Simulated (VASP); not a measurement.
# Be: restarted molecular dynamics, 2 variants

Be, P6_3/mmc (no. 194), 16 atoms in the cell. PBE, molecular dynamics; PAW potentials Be (PBE set).

| Restart from | Temperature at the end (K) | The same without a restart (K) | Potential energy at the end (eV/atom) | The same without a restart (eV/atom) | Electronic steps in the first step after the restart | Time (s) |
|---|---|---|---|---|---|---|
| CONTCAR with velocities, WAVECAR read | 310.0 | 310.0 | -3.66735 | -3.66735 | 4 | 199 |
| CONTCAR with velocities, no WAVECAR | 310.0 | 310.0 | -3.66735 | -3.66735 | 13 | 193 |

Limits: 60 fs of 16 atoms are too short for converged averages; the cell is only 4.0 Å across, so each atom moves in step with near copies of itself.

## Input of the first row

INCAR.step1:
```
GGA      = PE             # functional
PREC     = Normal         # precision mode
ENCUT    = 250            # plane-wave cutoff, eV
EDIFF    = 1E-6           # SCF threshold, eV
NELMIN   = 4            
NELM     = 60             # most SCF steps
ALGO     = Fast           # electronic algorithm
LREAL    = Auto         
LASPH    = True           # aspherical terms in the spheres
ISMEAR   = -1             # smearing method
SIGMA    = 0.05           # smearing width, eV
ISYM     = 0            
LWAVE    = True           # write WAVECAR
LCHARG   = False          # write CHGCAR
IBRION   = 0              # ionic algorithm
NSW      = 30             # ionic steps
POTIM    = 1.0            # step
TEBEG    = 1000         
ISIF     = 2              # what is computed and relaxed
RANDOM_SEED= 222478 0 0   
MDALGO   = 1            
ANDERSEN_PROB= 0.0          
KPAR     = 2             
```

INCAR.step2, as INCAR.step1 but for:
```
- LWAVE = True
+ LWAVE = False
```

KPOINTS:
```
k-points
0
Gamma
  3 3 2
```

POSCAR.step1:
```
Be
1.0
    4.5706000000      0.0000000000      0.0000000000
    0.0000000000      3.9582557106      0.0000000000
    0.0000000000      0.0000000000      7.1684000000
Be
16
Direct
    0.2500000000      0.1666666666      0.3750000000
    0.2500000000      0.1666666666      0.8750000000
    0.7500000000      0.1666666666      0.3750000000
    0.7500000000      0.1666666666      0.8750000000
    0.0000000000      0.6666666666      0.3750000000
    0.0000000000      0.6666666666      0.8750000000
    0.5000000000      0.6666666666      0.3750000000
    0.5000000000      0.6666666666      0.8750000000
    0.0000000000      0.3333333334      0.1250000000
    0.0000000000      0.3333333334      0.6250000000
    0.5000000000      0.3333333334      0.1250000000
    0.5000000000      0.3333333334      0.6250000000
    0.2500000000      0.8333333334      0.1250000000
    0.2500000000      0.8333333334      0.6250000000
    0.7500000000      0.8333333334      0.1250000000
    0.7500000000      0.8333333334      0.6250000000
```

Commands (each step's output is kept before the next begins):
```
cat potpaw_PBE.64/Be/POTCAR > POTCAR
cp INCAR.step1 INCAR
cp POSCAR.step1 POSCAR
mpirun -np 2 vasp_std > vasp.out
cp CONTCAR POSCAR
cp INCAR.step2 INCAR
mpirun -np 2 vasp_std > vasp.out
```

Changes of the last row against the first:
```
(step 1)
- LWAVE = True
+ LWAVE = False
```

VASP 6.6.1 took 199 s on 2 cores (Intel Xeon Platinum 8259CL @ 2.50GHz (Skylake/Cascade Lake)), a shared host.
